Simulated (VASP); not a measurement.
A run of VASP 6.6.1:

Contents of INCAR:

```
PREC = Accurate ; ENCUT = 520
EDIFF = 1E-6 ; ISMEAR = -1
SIGMA = 0.05 ; LREAL = False
LASPH = True ; NELM = 60
ALGO = Normal ; ISIF = 2
LWAVE = False ; LCHARG = False
GGA = RP ; NBANDS = 16
```

The input KPOINTS:

```
Automatic mesh
0
Gamma
  14 14 3
```

The input POSCAR:

```
C
1.0
    2.5097260323      0.0000000000      0.0000000000
   -1.2548630162      2.1734865005      0.0000000000
    0.0000000000      0.0000000000      9.7815556362
C
4
Direct
    1.0000000000      1.0000000000      0.2500000000
    0.0000000000      0.0000000000      0.7500000000
    0.3333333333      0.6666666667      0.2500000000
    0.6666666667      0.3333333333      0.7500000000
```

Potentials or basis: VASP PAW PBE potentials, release 64 (C).

The run is started by

```bash
$ cat potpaw_PBE.64/C/POTCAR > POTCAR
$ mpirun -np 1 vasp_std > vasp.out
```

Hardware: 1 thread of Intel(R) Xeon(R) Platinum 8488C (Sapphire Rapids) (shared host).

**Question.** Estimate the wall time of this run.

**Answer.** Run time: 30 s on 1 thread of Intel(R) Xeon(R) Platinum 8488C (Sapphire Rapids), with other jobs on the host, peak memory 0.17 GiB. Counts: scf iterations 13, k points 48.
